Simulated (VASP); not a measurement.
The system is In.

```
CELL_PARAMETERS angstrom
-1.69471 1.69471 2.29737
1.69471 -1.69471 2.29737
1.69471 1.69471 -2.29737
ATOMIC_POSITIONS crystal
In 0.00000 0.00000 0.00000
```

```yaml
Program: VASP 6.6.1
Task: relaxation of cell and atoms
Functional: PBE
Potentials_or_basis: VASP PAW PBE potentials, release 64 (In_d)
Cutoff: 600 eV
k_mesh: 18 × 18 × 18
Occupations: gaussian, width 0.1 eV
Spin: no spin polarisation
```

At the start: pressure 1.6 GPa; volume 26.39 Å³/atom.

**Question.** Where does the relaxation end?

**Answer.** Over 9 steps the energy falls by 6.6 meV/atom and the volume is 27.48 Å³/atom (+4.1 %); space group Fm-3m (No. 225, to 0.05 Å).

The path:
| step | energy change (eV) | largest force (eV/Å) | pressure (GPa) | volume (Å³) |
| --- | --- | --- | --- | --- |
| 1 | 0.0000 | 0.0000 | 1.58 | 26.39 |
| 2 | -0.0053 | 0.0000 | 0.09 | 27.40 |
| 3 | -0.0054 | 0.0000 | -0.03 | 27.49 |
| 4 | -0.0057 | 0.0000 | -0.04 | 27.50 |
| 5 | -0.0064 | 0.0000 | -0.05 | 27.53 |
| 6 | -0.0064 | 0.0000 | -0.08 | 27.56 |
| 7 | -0.0066 | 0.0000 | -0.10 | 27.55 |
| 8 | -0.0066 | 0.0000 | 0.11 | 27.40 |
| 9 | -0.0066 | 0.0000 | 0.00 | 27.48 |

Final structure:
```xyz
1
Lattice="-1.6953 1.6953 2.3903 1.6953 -1.6953 2.3903 1.6953 1.6953 -2.3903" Properties=species:S:1:pos:R:3 pbc="T T T"
In    0.0000    0.0000    0.0000
```
